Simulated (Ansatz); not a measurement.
# Gaps and decay in LiF/AlN stacks, part 2 of 5

How do the layer thicknesses change the gap of LiF/AlN? The crystals are LiF rock salt(001) and AlN rock salt(001), on a common net of side 2.878 Å (+0.0 % and +0.0 % against typed lattice constants near PBE's). Layer spacings come from each crystal relaxed along the normal on that net, and the joins take the mean spacing. The stacks are then relaxed. The first steps treat the bulk crystals alone. LDA has lattice constants of its own, so the true strain differs.

Ansatz 0.2.0; LDA DFT, plane waves, PAW files (the session's first sound run).

So far, gap on path (eV): step 3 (band edges, crystal LiF rock salt(001)) 9.07.

The structure was built from a prototype and need not be the compound's stable phase.

### Step 4. Relaxing along the normal, crystal AlN rock salt(001)

System of this step: AlN. The structure is cubic, space group Fm-3m (No. 225). The conventional cell has a = 4.070 Å, b = 4.070 Å, c = 4.070 Å, α = 90.00°, β = 90.00°, γ = 90.00°. N has 6 Al at 2.03 to 2.04 Å nearest. Nearest to Al lie 6 N at 2.03 to 2.04 Å. Farther neighbours and most contacts between anions are not listed.

The crystal is held to the common net and relaxed along the normal.

input.yaml

```yaml
crystal:
  lattice:
    - [2.878, 0.0, 0.0]
    - [0.0, 2.878, 0.0]
    - [0.0, 0.0, 4.0699253572]
  atoms:
    - { symbol: "N", position: [0.0, 0.0, 0.0] }
    - { symbol: Al, position: [0.5, 0.5, 0.0] }
    - { symbol: "N", position: [0.5, 0.5, 0.5] }
    - { symbol: Al, position: [0.0, 0.0, 0.5] }
kpoints:
  mp_grid: { grid: [8, 8, 6] }
scf:
  occupations: { method: fixed }
  max_iter: 120
hamiltonian:
  xc: lda
output: {}
relax:
  f_tol: 0.01
  max_steps: 40
  cell: { fix: [a, b, angles] }
```

On the command line:

```
$ ansatz run input.yaml --threads 4 --pin off --max-ram 10240MiB --backend cpu --events-out ev --progress --plain --runs-dir out
```

Numbers of over 12 decimals in the logs are rounded to 6 here.

Output:

```text
[...]
Crystal: 4 atoms, lattice volume = 33.711 Å³
Basis set: ecut = 420 eV, 673 PW (Γ)
Bands: 12, of which v1, the nominal top of the filled ones, is band 8 counted from 1 (7 counted from 0)
Symmetry: 32 space group operations
[...]
k-points: 60 of 384
[...]
SCF iter   1: F=—  HF=-1779.283139 eV  |F-HF|=—  |Δ(HF+E_count)|=         —  Δρ=9.34e-3  dr2=3.01e-2  ethr=1.77e-3  ⟨swp⟩=5.1  Hψ=3940  notcnv=0  defer=71
[...]
SCF iter   6: F=-1779.273090 eV  HF=-1779.273090 eV  |F-HF|=6.59e-12  |Δ(HF+E_count)|=   4.10e-9  Δρ=5.49e-7  dr2=3.21e-11  ethr=2.98e-11  ⟨swp⟩=2.0  Hψ=2164  notcnv=0
SCF 1 converged in 6 iterations: F = -1779.273090 eV  dr2 = 3.21e-11
[...]
relax step   1: F+E_penalty+E_count = -1779.27308988 eV  Δ(F+E_penalty+E_count) = +0.000e0 eV  max|allowed force component| = 7.198e-30 eV/Å  Δτ_max = 0.0000 Å  P = -11.144 GPa  Ω = 33.711 Å³  fix = [a, b, alpha, beta, gamma]  reactions: a -11.146, b -11.146 GPa  (6 SCF iters, dr2 threshold 1.00e-7 eV, accepted)
Crystal: 4 atoms, lattice volume = 33.464 Å³
Basis set: ecut = 420 eV, 657 PW (Γ)
[...]
SCF iter   5: F=-1779.289030 eV  HF=-1779.289030 eV  |F-HF|=3.95e-8  |Δ(HF+E_count)|=   1.15e-6  Δρ=1.55e-5  dr2=6.03e-8  ethr=2.50e-9  ⟨swp⟩=4.0  Hψ=2282  notcnv=0
SCF 2 converged in 5 iterations: F = -1779.289030 eV  dr2 = 6.03e-8
relax step   2: F+E_penalty+E_count = -1779.28903014 eV  Δ(F+E_penalty+E_count) = -1.594e-2 eV  max|allowed force component| = 1.171e-29 eV/Å  Δτ_max = 0.0000 Å  P = -9.344 GPa  Ω = 33.464 Å³  energy of the carried Pulay correction = +1.107e-3 eV  fix = [a, b, alpha, beta, gamma]  reactions: a -9.966, b -9.966 GPa  (5 SCF iters, dr2 threshold 4.00e-7 eV, accepted)
Crystal: 4 atoms, lattice volume = 32.807 Å³
Basis set: ecut = 420 eV, 641 PW (Γ)
[...]
SCF iter   6: F=-1779.306426 eV  HF=-1779.306426 eV  |F-HF|=2.60e-9  |Δ(HF+E_count)|=   2.84e-7  Δρ=3.98e-6  dr2=3.75e-9  ethr=2.50e-9  ⟨swp⟩=3.9  Hψ=2080  notcnv=0
SCF 3 converged in 6 iterations: F = -1779.306426 eV  dr2 = 3.75e-9
[...]
relax step   3: F+E_penalty+E_count = -1779.30642641 eV  Δ(F+E_penalty+E_count) = -1.740e-2 eV  max|allowed force component| = 9.060e-31 eV/Å  Δτ_max = 0.0000 Å  P = -3.950 GPa  Ω = 32.807 Å³  energy of the carried Pulay correction = +4.095e-3 eV  fix = [a, b, alpha, beta, gamma]  reactions: a -6.640, b -6.640 GPa  (6 SCF iters, dr2 threshold 4.00e-7 eV, accepted)
[...]
relax step   4: F+E_penalty+E_count = -1779.30641205 eV  Δ(F+E_penalty+E_count) = +1.436e-5 eV  max|allowed force component| = 1.159e-30 eV/Å  Δτ_max = 0.0000 Å  P = -4.739 GPa  Ω = 32.897 Å³  energy of the carried Pulay correction = +3.682e-3 eV  fix = [a, b, alpha, beta, gamma]  reactions: a -7.111, b -7.111 GPa  (4 SCF iters, dr2 threshold 4.00e-7 eV, accepted)
[...]
relax step   5: F+E_penalty+E_count = -1779.30351306 eV  Δ(F+E_penalty+E_count) = +2.899e-3 eV  max|allowed force component| = 3.377e-30 eV/Å  Δτ_max = 0.0000 Å  P = -4.886 GPa  Ω = 32.897 Å³  fix = [a, b, alpha, beta, gamma]  reactions: a -7.201, b -7.201 GPa  stress off target by 2.56e-1 GPa on what of the cell is left free  SCF on the basis re-selected at this cell (its energy is not comparable with the rows above)  (5 SCF iters)
[...]
relax step   6: F+E_penalty+E_count = -1779.30360224 eV  Δ(F+E_penalty+E_count) = -8.918e-5 eV  max|allowed force component| = 3.112e-31 eV/Å  Δτ_max = 0.0000 Å  P = -4.747 GPa  Ω = 32.881 Å³  energy of the carried Pulay correction = +7.629e-5 eV  fix = [a, b, alpha, beta, gamma]  reactions: a -7.118, b -7.118 GPa  (3 SCF iters, dr2 threshold 1.63e-7 eV, accepted)
[...]
SCF iter   4: F=-1779.303526 eV  HF=-1779.303526 eV  |F-HF|=1.25e-11  |Δ(HF+E_count)|=   1.69e-9  Δρ=4.34e-7  dr2=2.44e-11  ethr=1.00e-12  ⟨swp⟩=3.1  Hψ=3005  notcnv=0
SCF 7 converged in 4 iterations: F = -1779.303526 eV  dr2 = 2.44e-11
relax step   7: F+E_penalty+E_count = -1779.30352552 eV  Δ(F+E_penalty+E_count) = +7.671e-5 eV  max|allowed force component| = 8.906e-31 eV/Å  Δτ_max = 0.0000 Å  P = -4.748 GPa  Ω = 32.881 Å³  fix = [a, b, alpha, beta, gamma]  reactions: a -7.119, b -7.119 GPa  stress off target by 6.51e-3 GPa on what of the cell is left free  SCF on the basis re-selected at this cell (its energy is not comparable with the rows above)  (4 SCF iters)
[...]
SCF converged after 4 iterations
Free energy (F): -1779.303526 eV
[...]
Internal energy: -1779.303526 eV  (E = F + TS)
E sigma→0 (E₀):  -1779.303526 eV
Fermi energy:    11.069318 eV
[...]
--- Stress (GPa, compression-positive) ---
       -7.118876      -0.000000      -0.000000
       -0.000000      -7.118876       0.000000
       -0.000000       0.000000      -0.006508
  P = ⅓ Tr σ = -4.7481 GPa (-47.481 kbar)
--- Relaxed structure (5 steps of the walk, 5 accepted, 2 SCFs on fresh bases) ---
[...]
cell:  # Å, volume = 32.8810 Å³
    - [2.878, 0, 0]
    - [0, 2.878, 0]
    - [0, 0, 3.969756]
  atoms:
    - { symbol: N, position: [0, 0, 0] }
    - { symbol: Al, position: [0.5, 0.5, 0] }
    - { symbol: N, position: [0.5, 0.5, 0.5] }
    - { symbol: Al, position: [0, 0, 0.5] }
```

Run time: 1.8 s. Hardware: 4 threads of Intel Xeon Platinum 8488C (Sapphire Rapids), shared host; peak memory 0.38 GiB.

Step by step:

```tsv
step	energy less that of the first step (eV)	largest force component (eV/Å)	pressure (GPa)	volume (Å³)
1	0.0000	0.0000	-11.14	33.71
2	-0.0159	0.0000	-9.34	33.46
3	-0.0333	0.0000	-3.95	32.81
4	-0.0333	0.0000	-4.74	32.90
5*	-0.0304	0.0000	-4.89	32.90
6	-0.0305	0.0000	-4.75	32.88
7*	-0.0304	0.0000	-4.75	32.88
```

Relaxation steps marked * repeat the geometry before them on a plane-wave basis chosen anew for their cell, so energy and pressure can jump there.

Forces are held to the 32 operations that the run works with; a distortion that breaks them can't arise in this run.

```tsv
cell as run	before	after	change
a (Å)	2.878	2.878	+0.0 %
b (Å)	2.878	2.878	+0.0 %
c (Å)	4.070	3.970	-2.5 %
volume (Å³/atom)	8.43	8.22	-2.5 %
```

Final coordinates:

```cif
data_structure
_symmetry_space_group_name_H-M 'P 1'
_symmetry_Int_Tables_number 1
_cell_length_a 2.8780
_cell_length_b 2.8780
_cell_length_c 3.9698
_cell_angle_alpha 90.000
_cell_angle_beta 90.000
_cell_angle_gamma 90.000
_cell_volume 32.88
loop_
_atom_site_label
_atom_site_type_symbol
_atom_site_fract_x
_atom_site_fract_y
_atom_site_fract_z
_atom_site_occupancy
N1 N 0.00000 0.00000 0.00000 1
Al2 Al 0.50000 0.50000 0.00000 1
N3 N 0.50000 0.50000 0.50000 1
Al4 Al 0.00000 0.00000 0.50000 1
```

This step gave:

| Item | Value |
| --- | --- |
| free energy | -1779.3035 eV |
| Fermi energy | 11.07 eV |
| pressure | -4.748 GPa |

### Step 5. Band edges, crystal AlN rock salt(001)

The band edges of the next crystal.

input.yaml: that of step 4 with these lines changed.

```diff
@@ -4,3 +4,3 @@
     - [0.0, 2.878, 0.0]
-    - [0.0, 0.0, 4.0699253572]
+    - [0.0, 0.0, 3.9697556549]
   atoms:
@@ -12,2 +12,3 @@
   mp_grid: { grid: [8, 8, 6] }
+  band_path: { path: [VBM, CBM], npoints: 24 }
 scf:
@@ -17,6 +18,7 @@
   xc: lda
-output: {}
-relax:
-  f_tol: 0.01
-  max_steps: 40
-  cell: { fix: [a, b, angles] }
+output:
+  eigenvalues: true
+checkpoint:
+  write: AlN.run
+  compress: false
+  write_wavefunctions: false
```

Output:

```text
[...]
Crystal: 4 atoms, lattice volume = 32.881 Å³
Basis set: ecut = 420 eV, 641 PW (Γ)
Bands: 12, of which v1, the nominal top of the filled ones, is band 8 counted from 1 (7 counted from 0)
Symmetry: 32 space group operations
[...]
k-points: 60 of 384
[...]
SCF iter   1: F=—  HF=-1779.313986 eV  |F-HF|=—  |Δ(HF+E_count)|=         —  Δρ=9.68e-3  dr2=3.11e-2  ethr=1.77e-3  ⟨swp⟩=5.0  Hψ=3972  notcnv=0  defer=77
[...]
SCF iter   6: F=-1779.303526 eV  HF=-1779.303526 eV  |F-HF|=5.00e-12  |Δ(HF+E_count)|=   3.96e-9  Δρ=5.89e-7  dr2=3.77e-11  ethr=2.83e-11  ⟨swp⟩=3.3  Hψ=3394  notcnv=0
SCF 1 converged in 6 iterations: F = -1779.303526 eV  dr2 = 3.77e-11
[...]
SCF converged after 6 iterations
Free energy (F): -1779.303526 eV
[...]
Internal energy: -1779.303526 eV  (E = F + TS)
E sigma→0 (E₀):  -1779.303526 eV
Fermi energy:    11.069321 eV
[...]
--- Band table (eV; the first three rows and the last of 60) ---
  k-point 0: bands = [... 4 lower, 8.0640, 10.8815, 11.0693, 11.0693, 15.3840, 16.0361, 16.8235, 22.8920]
  k-point 1: bands = [... 4 lower, 8.2123, 10.2366, 10.7822, 10.7822, 15.8526, 16.2901, 17.4283, 21.9719]
  k-point 2: bands = [... 4 lower, 8.6436, 8.8181, 10.0925, 10.0925, 17.0489, 17.1470, 18.5790, 19.9966]
  k-point 59: bands = [... 4 lower, 5.2998, 5.2998, 6.8879, 6.8879, 19.1183, 19.1183, 21.7905, 21.7905]
```

Wall time 0.85 s (4 threads); peak memory 0.35 GiB; 2.5 s of CPU time.

Numbers from this step:

| Property | Result |
| --- | --- |
| gap on the k-mesh | 4.315 eV |
| gap on path | 4.315 eV, by band count; negative where bands overlap |

Levels at VBM (eV): -7.41, -3.01, -3.01, -0.19, 0.00, 0.00, 4.31, 4.97, 5.75.

The searched edges give 4.31 eV, as on the mesh.

### Step 6. Relaxation, stack LiF 1 / AlN 4, atomic layers of each crystal 1×4

System of this step: LiF (1) / AlN (4). The cell holds 10 atoms: 1 F, 1 Li, 4 N and 4 Al. Its edges and angles: a = 2.878 Å, b = 2.878 Å, c = 10.056 Å, α = 81.8°, β = 81.8°, γ = 90.0°. Regions: 0: LiF, 2 atoms (1 F and 1 Li); 1: AlN, 8 atoms (4 N and 4 Al). The structure's axis is c.

The stack is relaxed at a fixed cell, since the spacings at the joins were only estimated. The total length stays as laid.

input.yaml

```yaml
crystal:
  lattice:
    - [2.878, 0.0, 0.0]
    - [0.0, 2.878, 0.0]
    - [1.439, 1.439, 9.847565256]
  atoms:
    - { symbol: F, position: [0.0, 0.0, 0.0] }
    - { symbol: Li, position: [0.5, 0.5, 0.0] }
    - { symbol: "N", position: [0.4011701961, 0.4011701961, 0.1976596079] }
    - { symbol: Al, position: [-0.0988298039, -0.0988298039, 0.1976596079] }
    - { symbol: "N", position: [-0.1996099346, -0.1996099346, 0.3992198693] }
    - { symbol: Al, position: [0.3003900654, 0.3003900654, 0.3992198693] }
    - { symbol: "N", position: [0.1996099346, 0.1996099346, 0.6007801307] }
    - { symbol: Al, position: [-0.3003900654, -0.3003900654, 0.6007801307] }
    - { symbol: "N", position: [-0.4011701961, -0.4011701961, 0.8023403921] }
    - { symbol: Al, position: [0.0988298039, 0.0988298039, 0.8023403921] }
kpoints:
  mp_grid: { grid: [8, 8, 4] }
scf:
  occupations: { method: fixed }
  max_iter: 120
hamiltonian:
  xc: lda
output:
  eigenvalues: false
  forces: true
relax:
  f_tol: 0.02
  max_steps: 40
```

Output:

```text
Warning: crystal.symmetry: narrowed to the stabiliser of the k-point mesh — unitary ops 16 → 4; excluded 12 operations that carry a point of the 8×8×4 mesh (shift [0, 0, 0]) off the mesh (the run samples exactly the mesh kpoints.mp_grid names, as under crystal.symmetry.detect: false, and its converged state has the mesh's symmetry, not the crystal's; ε∞, the Born charges and the force constants of a linear response (`dielectric:` by the response, `phonons.method: dfpt`) are averaged over those of the crystal's operations that the state keeps within a tolerance, where `mesh_tensors`, `unaveraged_element` or `gamma_mean_max_change_ev_ang2` stands beside them; [rest of the remark cut]
settings of this run that can trade accuracy for cost: output.eigenvalues: false. Do not mix this run's numbers with those of runs without the same settings; the input reference describes each key
[...]
Crystal: 10 atoms, lattice volume = 81.566 Å³
Basis set: ecut = 420 eV, 1597 PW (Γ)
Bands: 31, of which v1, the nominal top of the filled ones, is band 21 counted from 1 (20 counted from 0)
Symmetry: 4 space group operations
k-points: 78 of 256
[...]
SCF iter   1: F=—  HF=-4556.378958 eV  |F-HF|=—  |Δ(HF+E_count)|=         —  Δρ=1.29e-2  dr2=1.50e-1  ethr=1.77e-3  ⟨swp⟩=5.1  Hψ=10151  notcnv=0  defer=531
[...]
SCF iter   6: F=-4556.325943 eV  HF=-4556.325943 eV  |F-HF|=6.72e-7  |Δ(HF+E_count)|=   1.03e-5  Δρ=4.57e-5  dr2=1.26e-6  ethr=2.38e-8  ⟨swp⟩=4.0  Hψ=7065  notcnv=0
SCF 1 converged in 6 iterations: F = -4556.325943 eV  dr2 = 1.26e-6
[...]
relax step   1: F+E_penalty+E_count = -4556.32594274 eV  Δ(F+E_penalty+E_count) = +0.000e0 eV  max|allowed force component| = 1.241e0 eV/Å  Δτ_max = 0.0000 Å  (6 SCF iters, dr2 threshold 1.00e-5 eV, accepted)
[...]
SCF iter   4: F=-4556.370345 eV  HF=-4556.370348 eV  |F-HF|=2.72e-6  |Δ(HF+E_count)|=   4.05e-5  Δρ=9.43e-5  dr2=6.11e-6  ethr=2.29e-7  ⟨swp⟩=2.2  Hψ=7011  notcnv=0
SCF 2 converged in 4 iterations: F = -4556.370345 eV  dr2 = 6.11e-6
relax step   2: F+E_penalty+E_count = -4556.37034478 eV  Δ(F+E_penalty+E_count) = -4.440e-2 eV  max|allowed force component| = 6.801e-1 eV/Å  Δτ_max = 0.0229 Å  (4 SCF iters, dr2 threshold 9.63e-5 eV, accepted)
SCF iter   1: F=—  HF=-4556.399276 eV  |F-HF|=—  |Δ(HF+E_count)|=         —  Δρ=3.13e-3  dr2=7.61e-3  ethr=1.37e-4  ⟨swp⟩=4.3  Hψ=5659  notcnv=0  defer=155
[...]
SCF iter   5: F=-4556.396497 eV  HF=-4556.396500 eV  |F-HF|=2.79e-6  |Δ(HF+E_count)|=   5.02e-6  Δρ=6.99e-5  dr2=3.16e-6  ethr=5.08e-8  ⟨swp⟩=4.0  Hψ=6498  notcnv=0
SCF 3 converged in 5 iterations: F = -4556.396497 eV  dr2 = 3.16e-6
relax step   3: F+E_penalty+E_count = -4556.39649706 eV  Δ(F+E_penalty+E_count) = -2.615e-2 eV  max|allowed force component| = 1.554e-1 eV/Å  Δτ_max = 0.0343 Å  (5 SCF iters, dr2 threshold 2.89e-5 eV, accepted)
[...]
relax step   4: F+E_penalty+E_count = -4556.39869850 eV  Δ(F+E_penalty+E_count) = -2.201e-3 eV  max|allowed force component| = 6.684e-2 eV/Å  Δτ_max = 0.0137 Å  (5 SCF iters, dr2 threshold 1.51e-6 eV, accepted)
SCF iter   1: F=—  HF=-4556.398940 eV  |F-HF|=—  |Δ(HF+E_count)|=         —  Δρ=3.17e-4  dr2=2.56e-4  ethr=3.55e-6  ⟨swp⟩=2.7  Hψ=4280  notcnv=0  defer=156
[...]
SCF iter   4: F=-4556.398868 eV  HF=-4556.398868 eV  |F-HF|=1.38e-8  |Δ(HF+E_count)|=   1.41e-7  Δρ=7.89e-6  dr2=2.73e-8  ethr=2.38e-10  ⟨swp⟩=4.8  Hψ=7062  notcnv=0
SCF 5 converged in 4 iterations: F = -4556.398868 eV  dr2 = 2.73e-8
relax step   5: F+E_penalty+E_count = -4556.39886786 eV  Δ(F+E_penalty+E_count) = -1.694e-4 eV  max|allowed force component| = 1.922e-3 eV/Å  Δτ_max = 0.0023 Å  (4 SCF iters, accepted)
SCF converged after 4 iterations
Free energy (F): -4556.398868 eV
[...]
Internal energy: -4556.398868 eV  (E = F + TS)
E sigma→0 (E₀):  -4556.398868 eV
Fermi energy:    9.833323 eV
[...]
--- Forces (eV/Å), atoms counted from 1 ---
  atom   1  F     -0.00000000    -0.00000000     0.00000000
  atom   2  Li     0.00000000     0.00000000     0.00000000
  atom   3  N      0.00000162     0.00000162     0.00124041
  atom   4  Al    -0.00000181    -0.00000181    -0.00117779
  atom   5  N      0.00000023     0.00000023     0.00068891
  atom   6  Al     0.00000010     0.00000010    -0.00192205
  atom   7  N     -0.00000023    -0.00000023    -0.00068891
  atom   8  Al    -0.00000010    -0.00000010     0.00192205
  atom   9  N     -0.00000162    -0.00000162    -0.00124041
  atom  10  Al     0.00000181     0.00000181     0.00117779
  max |Σ_I F_I| component: 4.34e-19 eV/Å
--- Relaxed structure (5 steps of the walk, 5 accepted, 0 SCFs on fresh bases) ---
  F+E_penalty+E_count = -4556.39886786 eV   max|allowed force component| = 1.922e-3 eV/Å
  atoms:
    - { symbol: F, position: [0, 0, 0] }
    - { symbol: Li, position: [0.5, 0.5, 0] }
    - { symbol: N, position: [0.400175, 0.400175, 0.199651] }
    - { symbol: Al, position: [-0.102193, -0.102193, 0.204385] }
    - { symbol: N, position: [-0.200566, -0.200566, 0.401131] }
    - { symbol: Al, position: [0.299979, 0.299979, 0.400042] }
    - { symbol: N, position: [0.200566, 0.200566, 0.598869] }
    - { symbol: Al, position: [-0.299979, -0.299979, 0.599958] }
    - { symbol: N, position: [-0.400175, -0.400175, 0.800349] }
    - { symbol: Al, position: [0.102193, 0.102193, 0.795615] }
[...]
```

Elapsed: 6.2 s, on 4 threads; peak memory 0.51 GiB; 23 s of CPU time.

Relaxation path:

```tsv
step	energy less that of the first step (eV)	largest force component (eV/Å)
1	0.0000	1.2411
2	-0.0444	0.6801
3	-0.0706	0.1554
4	-0.0728	0.0668
5	-0.0729	0.0019
```

The atoms that moved most (Å):

```tsv
atom	dx	dy	dz	length
Al4	0.000	0.000	0.066	0.066
Al10	0.000	0.000	-0.066	0.066
N3	0.000	0.000	0.020	0.020
N9	0.000	0.000	-0.020	0.020
N7	0.000	0.000	-0.019	0.019
N5	0.000	0.000	0.019	0.019
Al6	0.000	0.000	0.008	0.008
Al8	0.000	0.000	-0.008	0.008
```

Final coordinates:

```xyz
10
Lattice="2.8780 0.0000 0.0000 0.0000 2.8780 0.0000 1.4390 1.4390 9.8476" Properties=species:S:1:pos:R:3 pbc="T T T"
F     0.0000    0.0000    0.0000
Li    1.4390    1.4390    0.0000
N     1.4390    1.4390    1.9661
Al    0.0000    0.0000    2.0127
N     0.0000    0.0000    3.9502
Al    1.4390    1.4390    3.9394
N     1.4390    1.4390    5.8974
Al    0.0000    0.0000    5.9081
N     0.0000    0.0000    7.8815
Al    1.4390    1.4390    7.8349
```

This step gave:

```
free energy  : -4556.3989 eV
Fermi energy : 9.833 eV
```

The largest force component on a free atom ends at 0.0019 eV/Å.

(Continued in part 3 of 5.)

[Logs are printed without paths, hosts, clocks, repeated set-up lines and the standing remarks that a program may print on its own settings, such as how far it seeks lower states.]

[Hosts, paths, dates, database ids (printed as entryN), source tags and the programs' standing remarks are cut or masked in the printed files.]
